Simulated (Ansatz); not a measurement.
The system is Li.

```xyz
3
Lattice="1.5505 0.8952 7.5883 -1.5505 0.8952 7.5883 0.0000 -1.7904 7.5883" Properties=species:S:1:pos:R:3 pbc="T T T"
Li    0.0000    0.0000   17.7111
Li    0.0000    0.0000    5.0538
Li    0.0000    0.0000    0.0000
```

This isn't the form of Li at room conditions, which is bcc.

Base run:

* Program: Ansatz 0.2.0
* Functional: RPBE
* Potentials or basis: Ansatz PAW
* Cutoff: 420 eV (not typed: the program's choice for these potentials)
* k mesh: 10 × 10 × 10
* Occupations: gaussian, width 0.05 eV
* Spin: no spin polarisation

Its results: band gap on the k mesh none (metal or under the smearing width); pressure 0.0 GPa; largest force 0.009 eV/Å.

Task: The run is repeated on the same cell with these changes: functional from RPBE to PBE; occupations from gaussian, width 0.05 eV to gaussian, width 0.02 eV. What comes out?

Result: Band gap on the k mesh none (metal or under the smearing width); pressure -0.5 GPa; largest force 0.008 eV/Å.

Caveats: the potentials were made for another functional, which shifts forces and pressure (some runs).
